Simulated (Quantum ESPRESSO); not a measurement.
## Predicting one run from its neighbours: the energy of slabs against their depth, a (100) slab of Li3N (cut from a parent of space group no. 191; 8 atoms in the cell)

```yaml
crystal:
  lattice:
    - [3.63175, 0.00000, 0.00000]
    - [0.00000, 3.85065, 0.00000]
    - [0.00000, 0.00000, 19.24192]
  atoms:
    - { symbol: Li, position: [0.00000, 0.00000, 0.36379] }
    - { symbol: Li, position: [0.00000, 0.00000, 0.47276] }
    - { symbol: Li, position: [0.50000, 0.50000, 0.41827] }
    - { symbol: N, position: [0.50000, 0.00000, 0.41827] }
    - { symbol: Li, position: [0.50000, 0.00000, 0.52724] }
    - { symbol: Li, position: [0.50000, 0.00000, 0.63621] }
    - { symbol: Li, position: [0.00000, 0.50000, 0.58173] }
    - { symbol: N, position: [0.00000, 0.00000, 0.58173] }
```
(The smallest cell of the table.)

Level of theory: PBE, GBRV 1.5 ultrasoft (PBE) pseudopotentials (plane waves; Quantum ESPRESSO).

Base settings: ecutwfc = 40 Ry; ecutrho = 200 Ry; occupations = smearing; smearing = fd; degauss = 0.000734986 Ry; potentials = {Li: li_pbe_v1.4.uspp.F.UPF, N: n_pbe_v1.2.uspp.F.UPF}; K_POINTS = automatic 3 3 1 0 0 0; conv_thr = 1e-08 Ry; mixing_beta = 0.4.

The starting cell has typed, rounded lattice constants, without a prior relaxation at this level. The slab is cut from that crystal, and its faces are unrelaxed. Its lattice was rescaled by up to half a per cent. Spin polarisation is off, though cut faces can carry moments; a gap of a slab can lie between surface states.

Deep slabs follow E = 2Aγ + N·e, so a straight line through E against N gives the surface energy without a separate bulk run; a round N·e is taken off to keep the numbers short. The area A is 13.985 Å².

| atoms N | E − N·(-216.547 eV) (eV) |
|---|---|
| 8 | 0.7182 |
| 12 | 0.6122 |
| 16 | 0.5107 |
| 20 | 0.4098 |
| 24 | ? |
| 28 | 0.2082 |
| 36 | 0.0075 |

Question: Fit the line to the 6 rows given and predict the withheld one.

Answer: Means: x̄ = 20.000, ȳ = 0.41110. Σ(x − x̄)(y − ȳ) = -13.77 and Σ(x − x̄)² = 544.0, so b = -0.02532 and a = ȳ − b·x̄ = 0.91750; γ = a/2A = 0.526 J/m² (unrelaxed) and e = -216.5723 eV per atom. The largest residual of the fitted rows is 0.0033. At x = 24 the line gives 0.3098 eV. The run gave 0.3092 eV, a miss of 0.0006 eV. The table is a window of a longer ladder. The rows were chosen because the form fits them, the withheld one included, so this shows the method and is no test of the form.

Left out of this page: 1 run of the series outside the window shown, repeating another row's setting, or not comparable.
